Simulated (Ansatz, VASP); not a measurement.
# B in VASP and in Ansatz

INCAR

```
ALGO = Normal
EDIFF = 1E-6
EDIFFG = -0.04
ENCUT = 600
GGA = PE
IBRION = 2
ISIF = 3
ISMEAR = 0
LASPH = T
LCHARG = F
LREAL = F
LWAVE = F
NELM = 100
NSW = 90
PREC = Accurate
SIGMA = 0.1
```

KPOINTS

```
k-points
0
Gamma
  4 4 6
```

POSCAR

```
B
1.0
    3.7633097600      0.0000000000      0.0000000000
    0.0000000000      3.7633097600      0.0000000000
    0.0000000000      0.0000000000      3.4949196900
B
5
Direct
    0.0000000000      0.2696323400      0.6193693800
    0.2696323400      0.0000000000      0.3806306200
    0.7303676600      0.0000000000      0.3806306200
    0.0000000000      0.7303676600      0.6193693800
    0.0000000000      0.0000000000      0.0000000000
```

Input for Ansatz:

```yaml
crystal:
  lattice:
    - [3.76330976, 0.0, 0.0]
    - [0.0, 3.76330976, 0.0]
    - [0.0, 0.0, 3.49491969]
  atoms:
    - { symbol: B, position: [0.0, 0.26963234, 0.61936938] }
    - { symbol: B, position: [0.26963234, 0.0, 0.38063062] }
    - { symbol: B, position: [0.73036766, 0.0, 0.38063062] }
    - { symbol: B, position: [0.0, 0.73036766, 0.61936938] }
    - { symbol: B, position: [0.0, 0.0, 0.0] }
basis:
  ecutwfc: 420
kpoints:
  mp_grid: { grid: [4, 4, 6] }
hamiltonian:
  xc: pbe
scf:
  occupations: { method: gaussian, width: 0.1 }
  lower_state_search: "off"
output:
  forces: true
  stress: true
  eigenvalues: true
relax:
  adjacent_minimum: "off"
  f_tol: 0.04
  max_steps: 70
  cell: { stress_tol: 0.4 }
```

Alike in both runs: task relaxation of cell and atoms; functional PBE; k mesh 4 × 4 × 6; occupations gaussian, width 0.1 eV; no spin polarisation.

```csv
,VASP,Ansatz
version,VASP 6.6.1,Ansatz 0.2.0
potentials or method,"VASP PAW PBE potentials, release 64 (B)","scalar-relativistic, plane waves, PAW"
plane-wave cutoff (eV),600,420
valence electrons in the cell,15,15
```

```csv
,VASP,Ansatz,Ansatz less VASP
"gap on the k mesh at the Fermi level, each at its own relaxed structure (eV)",none,none,-
relaxed volume (Å³/atom),9.46,9.46,+0.001
relaxed cell length with the largest relative difference (Å),4.287,4.285,-0.0022
energy change over the relaxation (meV/atom),-620,-619,+0.9
```

A gap of «none» marks a metal or a gap that the smearing closes.

Caveats: the k mesh is coarse (spacing up to 0.42 Å⁻¹), so the values aren't converged.
